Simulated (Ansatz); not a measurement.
Born–Oppenheimer molecular dynamics of a 16-atom TiCo cell at 15.44 Å³/atom, computed with Ansatz: Langevin thermostat at 2780 K, 143 steps of 3.0 fs, friction 0.005 1/fs. The run is short and the cell small, so it isn't an equilibrium average.

```yaml
crystal:
  lattice:
    - [6.211936, -0.023787, 0.057159]
    - [-0.023787, 6.330915, -0.123412]
    - [0.057159, -0.123412, 6.282785]
  atoms:
    - { symbol: Ti, position: [0.154935556, 0.3060334562, 0.8582551815] }
    - { symbol: Ti, position: [0.0605905254, 0.5029121284, 0.5125139334] }
    - { symbol: Ti, position: [0.0966473162, 0.0368791304, 0.1580750825] }
    - { symbol: Ti, position: [0.3252615874, 0.0713575404, 0.5232402657] }
    - { symbol: Ti, position: [0.5756560438, 0.4693093102, 0.7600869479] }
    - { symbol: Ti, position: [0.5354656236, 0.8177498984, 0.197531937] }
    - { symbol: Ti, position: [0.8892255447, 0.8746981861, 0.7412528858] }
    - { symbol: Ti, position: [0.76485298, 0.1606304136, 0.4762145984] }
    - { symbol: Co, position: [0.4824592293, 0.7725133437, 0.6394338689] }
    - { symbol: Co, position: [0.818108798, 0.5650058641, 0.0654415286] }
    - { symbol: Co, position: [0.9033733801, 0.7633482513, 0.4468269516] }
    - { symbol: Co, position: [0.3068742543, 0.4454945902, 0.0983296148] }
    - { symbol: Co, position: [0.3784770159, 0.0813538579, 0.967614857] }
    - { symbol: Co, position: [0.6880389811, 0.1532660301, 0.1279763138] }
    - { symbol: Co, position: [0.2162832377, 0.7484749766, 0.9132862198] }
    - { symbol: Co, position: [0.6337202546, 0.5263187927, 0.3936649931] }
  symmetry: { detect: false }
basis:
  ecutwfc: 420
  xc_grid: 1
kpoints:
  mp_grid: { grid: [1, 1, 1], shift: [0.25, 0.25, 0.25] }
hamiltonian:
  xc: pbe
scf:
  occupations: { method: fermi_dirac, width: 0.2396 }
  lower_state_search: "off"
  convergence: { dr2_threshold: 1.0e-05 }
output:
  forces: true
  stress: true
md:
  timestep: 3.0
  n_steps: 143
  ensemble: nvt_langevin
  friction: 0.005
  temperature: 2780.0
  initial_velocities: maxwell_boltzmann
  seed: 35061
```

```bash
ansatz run input.yaml --threads 2 --pin off --max-ram 5120MiB --backend cpu --events-out ev --progress --plain --runs-dir out
```

Level of theory: Ansatz 0.2.0, DFT PBE, scalar-relativistic, plane waves, PAW.

6 frames, positions in Å (not wrapped into the cell) and forces in eV/Å:

```xyz
16
Lattice="6.212 -0.024 0.057 -0.024 6.331 -0.123 0.057 -0.123 6.283" Properties=species:S:1:pos:R:3:forces:R:3 pbc="T T T" time_fs=0.0 temperature_K=2606 free_energy_over_first_frame_eV=0.000
Ti    1.004    1.828    5.363   -3.840    0.820   -1.830
Ti    0.394    3.119    3.161    2.290   -1.230   -0.440
Ti    0.609    0.212    0.994   -2.430   -1.080    1.510
Ti    2.049    0.379    3.297   -0.480    0.280   -0.310
Ti    3.608    2.864    4.750    0.300   -0.710    1.870
Ti    3.318    5.140    1.171    0.110   -0.720   -0.680
Ti    5.545    5.425    4.600   -0.280    0.410    4.890
Ti    4.775    0.940    3.016    0.260    0.240   -0.480
Co    3.015    4.800    3.950    0.040    1.450    0.040
Co    5.072    3.549    0.388    1.090   -0.100   -0.380
Co    5.619    4.756    2.765   -0.760    2.080   -4.170
Co    1.901    2.801    0.580    1.650    0.830    2.650
Co    2.404    0.387    6.091    1.790   -0.850   -1.670
Co    4.278    0.938    0.824    1.240    1.940    0.090
Co    1.378    4.621    5.658   -0.270   -0.860   -0.650
Co    3.947    3.268    2.445   -0.700   -2.490   -0.450
16
Lattice="6.212 -0.024 0.057 -0.024 6.331 -0.123 0.057 -0.123 6.283" Properties=species:S:1:pos:R:3:forces:R:3 pbc="T T T" time_fs=87.0 temperature_K=3830 free_energy_over_first_frame_eV=-2.589
Ti    0.003    2.200    5.433    1.890    0.090    0.270
Ti    0.995    3.198    2.180   -1.390    0.870    1.340
Ti    0.186   -0.225    1.142    0.480    0.080   -0.510
Ti    2.067    0.763    2.940   -0.180   -0.120    1.710
Ti    3.134    2.834    5.199   -0.040   -0.640    0.050
Ti    2.917    5.167    0.999    1.360   -0.490    0.190
Ti    4.901    4.995    5.137   -0.470   -0.040    0.580
Ti    4.758    1.009    3.766   -0.310   -0.590   -1.640
Co    2.732    4.967    3.481    0.360    0.550    0.250
Co    5.351    3.564    0.696   -1.030    1.900    0.920
Co    5.755    5.245    3.200    0.740   -0.960   -1.110
Co    2.441    2.245    1.138    0.970   -0.810   -0.520
Co    3.032    0.377    5.788    0.050   -0.120   -0.600
Co    4.822    1.365    1.148   -1.060   -0.580   -0.130
Co    1.633    4.475    5.369   -1.860    0.560    0.410
Co    4.052    3.032    3.042    0.470    0.310   -1.210
16
Lattice="6.212 -0.024 0.057 -0.024 6.331 -0.123 0.057 -0.123 6.283" Properties=species:S:1:pos:R:3:forces:R:3 pbc="T T T" time_fs=171.0 temperature_K=2334 free_energy_over_first_frame_eV=-0.847
Ti   -0.014    2.888    5.308   -1.620   -1.000    0.440
Ti    1.335    3.625    1.683    0.340   -0.710   -0.250
Ti    0.734    0.134    0.652    0.670    1.500    1.640
Ti    1.355    1.251    3.638   -0.140   -1.930   -2.210
Ti    2.543    2.485    5.330    1.360    1.710    0.540
Ti    3.532    5.762    1.335   -1.670   -1.960    0.230
Ti    4.240    4.484    5.110    0.110    1.660   -0.220
Ti    4.613    0.772    3.580   -0.140   -0.780    1.200
Co    2.365    4.841    3.338    0.540    0.530    0.850
Co    5.123    3.907    1.292    0.300    0.090   -0.800
Co    6.219    4.521    3.518   -0.360    0.440   -0.040
Co    2.910    1.736    1.203   -0.130    0.460    1.080
Co    2.811    0.351    5.305    1.120   -1.340    0.150
Co    5.135    0.860    1.122   -0.890    2.930   -0.020
Co    1.236    4.845    5.714    1.220   -2.150   -2.210
Co    4.371    2.929    3.257   -0.710    0.550   -0.390
16
Lattice="6.212 -0.024 0.057 -0.024 6.331 -0.123 0.057 -0.123 6.283" Properties=species:S:1:pos:R:3:forces:R:3 pbc="T T T" time_fs=258.0 temperature_K=2117 free_energy_over_first_frame_eV=1.872
Ti   -0.610    2.126    5.146    2.500    1.680   -0.600
Ti    1.595    3.351    1.784    0.780    0.890   -1.410
Ti    1.173    0.008    1.173   -0.760   -1.560   -1.270
Ti    0.926    1.220    3.114    1.180    0.240    0.910
Ti    2.927    2.580    5.268   -1.220    0.760    0.300
Ti    4.095    5.357    1.643   -0.790    0.340    0.590
Ti    3.960    5.029    5.163    0.510   -2.050    0.830
Ti    4.919    0.252    3.907   -0.570    0.020   -1.650
Co    2.399    5.156    3.489   -1.160    0.010   -0.700
Co    5.037    3.633    0.702   -0.270    6.390   -0.210
Co    6.059    4.229    2.912    0.150    0.700    1.040
Co    3.126    1.500    1.699   -0.250   -0.750   -0.480
Co    2.542    0.497    5.411   -0.520   -0.380    0.220
Co    5.344    1.805    0.924    0.690   -7.570    3.370
Co    1.112    4.295    5.694    0.140    0.380   -0.450
Co    4.395    2.614    3.250   -0.410    0.900   -0.510
16
Lattice="6.212 -0.024 0.057 -0.024 6.331 -0.123 0.057 -0.123 6.283" Properties=species:S:1:pos:R:3:forces:R:3 pbc="T T T" time_fs=342.0 temperature_K=3501 free_energy_over_first_frame_eV=-1.754
Ti    0.477    1.972    5.786   -2.220    0.480    0.430
Ti    1.932    3.340    1.782   -2.620   -0.920   -1.070
Ti    0.653   -0.486    1.227   -0.040   -0.070   -0.230
Ti    1.176    1.300    3.336    0.910   -0.250   -1.230
Ti    2.901    2.754    4.970    1.400    0.080    1.270
Ti    3.594    5.055    1.607    1.780    1.810   -1.640
Ti    4.021    5.073    4.755    1.010   -0.530    0.620
Ti    4.510    0.739    3.501   -0.290    0.420   -0.560
Co    2.083    5.334    3.318   -0.400    0.020   -0.640
Co    5.523    3.921    0.254   -0.580    0.090    0.950
Co    5.798    4.262    2.894    0.280    0.050    0.250
Co    3.056    1.128    1.068    0.030    0.090    0.080
Co    1.812    0.422    5.335    2.250   -0.780    0.650
Co    5.898    1.550    1.692   -1.490    1.350    0.320
Co    1.445    4.498    5.318   -1.190   -1.400    0.460
Co    3.811    2.908    2.770    1.180   -0.450    0.360
16
Lattice="6.212 -0.024 0.057 -0.024 6.331 -0.123 0.057 -0.123 6.283" Properties=species:S:1:pos:R:3:forces:R:3 pbc="T T T" time_fs=429.0 temperature_K=3693 free_energy_over_first_frame_eV=-0.916
Ti    0.183    1.844    5.493   -0.030    0.720    0.440
Ti    1.258    3.584    1.551    1.280   -0.880   -2.380
Ti    0.172   -0.238    0.832    1.480   -0.460    0.580
Ti    1.637    1.257    3.005   -0.040   -0.350   -0.080
Ti    3.525    3.289    5.609   -1.780   -1.110   -1.080
Ti    3.563    5.925    0.690   -1.340   -0.130    0.730
Ti    4.704    5.077    4.082   -1.700    1.580    2.250
Ti    4.380    1.314    3.458   -1.230    0.270    0.520
Co    1.897    5.201    2.714    1.000    1.410    1.650
Co    5.106    4.033    0.562    1.350   -0.210    0.280
Co    5.838    4.239    2.996    1.080   -1.090   -0.940
Co    2.843    1.741    0.680   -0.880   -1.260   -0.480
Co    1.761    0.079    5.046    0.440    0.010    0.360
Co    5.751    1.935    2.100    0.080    0.340   -2.000
Co    1.233    4.048    5.468   -0.360    0.900   -0.930
Co    3.519    3.355    2.200    0.630    0.250    1.080
```

Over the second half the temperature averages 2957 K and the pressure (kinetic part included, positive in compression) 3.5 GPa. Mean square displacements at the end: Co 1.61 Å², Ti 1.02 Å² (from the start of this run, the atoms' common shift taken off).

One k point is coarse for so small a cell, so forces and above all the pressure are rough.

Time: 10 min on 2 threads of Arm Neoverse N1, on a shared host, peak memory 0.6 GiB.